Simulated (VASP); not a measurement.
Runs of VASP 6.6.1 on W. All rows change the cell; the cell of one of them follows. Symmetry: P6/mmm, No. 191, hexagonal system. Conventional cell: a = 5.382 Å, b = 5.382 Å, c = 2.669 Å, α = 90.00°, β = 90.00°, γ = 120.00°. Around W (site symmetry 6/mmm) lie 14 W at 2.67 to 3.00 Å. W (site symmetry mmm) is surrounded by 10 W at 2.67 to 3.00 Å. The cell was built by a generator and needn't be a form met in nature.

| task | cell | k mesh | cutoff (eV) | mesh quality | gap on the mesh (eV) | pressure (GPa) | relaxed volume (Å³/atom) |
| --- | --- | --- | --- | --- | --- | --- | --- |
| single point | random cell with space group P6mm (No. 183) | 12 × 12 × 18 | 520 | not flagged | none | 0.5 | - |
| relaxation of cell and atoms | relaxed from: random cell with space group P6mm (No. 183) | 6 × 6 × 4 | 600 | not flagged | none | -0.2 | (a) |
| single point | random cell with space group P6mm (No. 183) | 6 × 6 × 4 | 520 | coarse | none | 0.5 | - |
| single point | random cell with space group P6mm (No. 183) | 6 × 6 × 6 | 520 | coarse | none | 0.5 | - |
| relaxation of cell and atoms | relaxed from: random cell with space group P6mm (No. 183) | 6 × 6 × 6 | 600 | coarse | none | 0.1 | 16.75 |

Alike in all rows: level PBE; potentials or basis VASP PAW PBE potentials, release 64 (W_sv); no spin polarisation; smearing gaussian 0.1 eV.

Q: Estimate the missing entries.

A: (a) 16.95.

Caveats: some runs use coarse meshes.

A k mesh can miss the band edges, and the runs leave out spin-orbit coupling on W.

A gap of «none» marks a metal or a gap under the smearing width.
